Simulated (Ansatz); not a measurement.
## Strain and the gap of C (diamond)

C built on the diamond prototype, relaxed with r2SCAN in the plane-wave code Ansatz. Space group Fd-3m (No. 227), cubic; a = 3.560 Å in the conventional setting, 5.64 Å³ an atom. C is surrounded by 4 C at 1.54 Å.

The axes x, y and z are those of this cell:
```xyz
2
Lattice="0.0000 1.7801 1.7801 1.7801 0.0000 1.7801 1.7801 1.7801 0.0000" Properties=species:S:1:pos:R:3 pbc="T T T"
C     0.0000    0.0000    0.0000
C     0.8901    0.8901    0.8901
```

Unstrained: With PBE the valence top lies at Γ and the conduction bottom at Γ–X (0.73 of the way from Γ), 4.148 eV higher; the smallest vertical gap, at Γ, is 5.609 eV. The r2SCAN gap is indirect, 4.361 eV (Γ to Γ–X (0.73 of the way from Γ)), below the direct gap of 5.896 eV at Γ. With HSE06 the valence top lies at Γ and the conduction bottom at Γ–X (0.73 of the way from Γ), 5.300 eV higher; the smallest vertical gap, at Γ, is 6.994 eV. Meshes: PBE 12×12×12, r2SCAN 12×12×12, HSE06 8×8×8. Strains are changes of length per length. After each strain the atoms were relaxed again with r2SCAN within the symmetry that the strain leaves, so tilts or polar shifts that break it weren't tested; points keep the names that they have in the unstrained zone. No spin polarisation and no zero-point or thermal motion.

Changes of the least gap in eV (an overlap counts as a negative gap):
```
                                                                   strain  volume change (%)  space group     PBE  r2SCAN   HSE06  G0W0@PBE (mesh)  energy rise, r2SCAN (meV/atom)
epitaxial -4.0 % in the plane normal to [111], free normal strain +0.42 %               -7.5         R-3m  -0.033  -0.023  -0.014            -0.05                            80.1
epitaxial -3.0 % in the plane normal to [111], free normal strain +0.31 %               -5.6         R-3m  +0.016  +0.023  +0.033            +0.06                            44.0
epitaxial -2.0 % in the plane normal to [111], free normal strain +0.20 %               -3.8         R-3m  +0.032  +0.038  +0.046            +0.06                            19.1
epitaxial -1.0 % in the plane normal to [111], free normal strain +0.10 %               -1.9         R-3m  +0.025  +0.029  +0.033            +0.04                             4.7
epitaxial +1.0 % in the plane normal to [111], free normal strain -0.09 %               +1.9         R-3m  -0.055  -0.056  -0.054            -0.06                             4.4
epitaxial +2.0 % in the plane normal to [111], free normal strain -0.18 %               +3.8         R-3m  -0.103  -0.107  -0.117            -0.11                            17.2
epitaxial +3.0 % in the plane normal to [111], free normal strain -0.27 %               +5.8         R-3m  -0.166  -0.180  -0.199            -0.18                            37.8
epitaxial +4.0 % in the plane normal to [111], free normal strain -0.35 %               +7.8         R-3m  -0.249  -0.267  -0.295            -0.27                            65.6
```
Unstrained, G0W0@PBE with 47 empty bands, a screening cutoff of 150 eV and a 6×6×6 mesh gives 5.47 eV on its mesh; the band count follows the volume. G0W0 here is at a finite number of bands, screening cutoff and k mesh, not at the basis limit.

Epitaxial -4.0 % in the plane normal to [111], free normal strain +0.42 %. HSE06: the gap goes from 5.300 to 5.286 eV (-0.014 eV); the edges go from Γ → Γ–X (0.73) to Γ → (-0.007, 0.389, 0.389); with r2SCAN the top three valence levels at Γ, degenerate before, become 2+1 from the top over 294 meV. Stress change with r2SCAN, compression positive: xx +41.27, yy +41.27, zz +41.27, xy -20.65, xz -20.65, yz -20.65 GPa.

Epitaxial -3.0 % in the plane normal to [111], free normal strain +0.31 %. HSE06: the gap goes from 5.300 to 5.333 eV (+0.033 eV); the edges go from Γ → Γ–X (0.73) to Γ → (-0.005, 0.376, 0.376); with r2SCAN the top three valence levels at Γ, degenerate before, become 2+1 from the top over 178 meV. Stress change with r2SCAN, compression positive: xx +29.56, yy +29.56, zz +29.56, xy -14.79, xz -14.79, yz -14.79 GPa.

Epitaxial -2.0 % in the plane normal to [111], free normal strain +0.20 %. HSE06: the gap goes from 5.300 to 5.346 eV (+0.046 eV); the edges go from Γ → Γ–X (0.73) to Γ → (-0.004, 0.368, 0.368); with r2SCAN the top three valence levels at Γ, degenerate before, become 2+1 from the top over 92 meV. Stress change with r2SCAN, compression positive: xx +18.82, yy +18.82, zz +18.82, xy -9.42, xz -9.42, yz -9.42 GPa.

Epitaxial -1.0 % in the plane normal to [111], free normal strain +0.10 %. HSE06: the gap goes from 5.300 to 5.333 eV (+0.033 eV); with r2SCAN the top three valence levels at Γ, degenerate before, become 2+1 from the top over 33 meV. Stress change with r2SCAN, compression positive: xx +8.98, yy +8.98, zz +8.98, xy -4.50, xz -4.50, yz -4.50 GPa.

Epitaxial +1.0 % in the plane normal to [111], free normal strain -0.09 %. HSE06: the gap goes from 5.300 to 5.246 eV (-0.054 eV); with r2SCAN the top three valence levels at Γ, degenerate before, become 1+2 from the top over 11 meV. Stress change with r2SCAN, compression positive: xx -8.20, yy -8.20, zz -8.20, xy +4.09, xz +4.09, yz +4.09 GPa.

Epitaxial +2.0 % in the plane normal to [111], free normal strain -0.18 %. HSE06: the gap goes from 5.300 to 5.183 eV (-0.117 eV). Stress change with r2SCAN, compression positive: xx -15.64, yy -15.64, zz -15.64, xy +7.81, xz +7.81, yz +7.81 GPa.

Epitaxial +3.0 % in the plane normal to [111], free normal strain -0.27 %. HSE06: the gap goes from 5.300 to 5.101 eV (-0.199 eV); the edges go from Γ → Γ–X (0.73) to Γ → (0.004, 0.372, 0.372); with r2SCAN the top three valence levels at Γ, degenerate before, become 2+1 from the top over 27 meV. Stress change with r2SCAN, compression positive: xx -22.38, yy -22.38, zz -22.38, xy +11.18, xz +11.18, yz +11.18 GPa.

Epitaxial +4.0 % in the plane normal to [111], free normal strain -0.35 %. HSE06: the gap goes from 5.300 to 5.005 eV (-0.295 eV); the edges go from Γ → Γ–X (0.73) to Γ → (0.005, 0.380, 0.380); with r2SCAN the top three valence levels at Γ, degenerate before, become 2+1 from the top over 71 meV. Stress change with r2SCAN, compression positive: xx -28.47, yy -28.47, zz -28.47, xy +14.23, xz +14.23, yz +14.23 GPa.

Where an edge lies off the special points, it is a point of the mesh or the k point where a search put PBE's edge or least direct gap, reused for the other functionals, whose own edges may lie a little apart.

Coordinates of k points refer to the reciprocal vectors of the primitive cell of the runs.

The meshes of the hybrids are coarse, so their gaps aren't converged to the digits shown.

The splittings at Γ are without spin-orbit coupling, which regroups them where it is of like size or larger.
